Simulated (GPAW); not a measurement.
The system is CsPbBr3.

```
Pb Cs Br
1.0
     5.87000    0.00000    0.00000
     0.00000    5.87000    0.00000
     0.00000    0.00000    5.87000
Pb Cs Br
1 1 3
Direct
  0.50000 0.50000 0.50000
  0.00000 0.00000 0.00000
  0.50000 0.50000 0.00000
  0.50000 0.00000 0.50000
  0.00000 0.50000 0.50000
```

Measurements of this composition are mostly on another form, of space group No. 62.

* Program: GPAW 26.7.0
* Task: relaxation of cell and atoms
* Functional: PBEsol
* Dispersion: D3(BJ)
* Potentials or basis: PAW data sets generated in the run's folder for this functional
* Cutoff: 600 eV
* Basis: pw
* k mesh: 5 × 5 × 5
* Occupations: fermi-dirac, width 0.05 eV
* Spin: no spin polarisation

At the start: pressure -0.9 GPa; volume 40.45 Å³/atom.

**Question.** How do energy, volume and symmetry change on relaxing?

**Answer.** Over 3 steps the energy falls by 5.0 meV/atom and the volume is 38.65 Å³/atom (-4.5 %); space group Pm-3m (No. 221, to 0.05 Å).

The path:
| step | energy change (eV) | largest force (eV/Å) | pressure (GPa) | volume (Å³) |
| --- | --- | --- | --- | --- |
| 1 | 0.0000 | 0.0000 | -0.92 | 202.26 |
| 2 | -0.0022 | 0.0000 | -0.88 | 201.86 |
| 3 | -0.0248 | 0.0000 | 0.06 | 193.24 |

Final structure:
```
Pb Cs Br
1.0
     5.78140    0.00000    0.00000
     0.00000    5.78140    0.00000
     0.00000    0.00000    5.78140
Pb Cs Br
1 1 3
Direct
  0.50000 0.50000 0.50000
  0.00000 0.00000 0.00000
  0.50000 0.50000 0.00000
  0.50000 0.00000 0.50000
  0.00000 0.50000 0.50000
```

Caveat: later steps reuse the first step's grids.
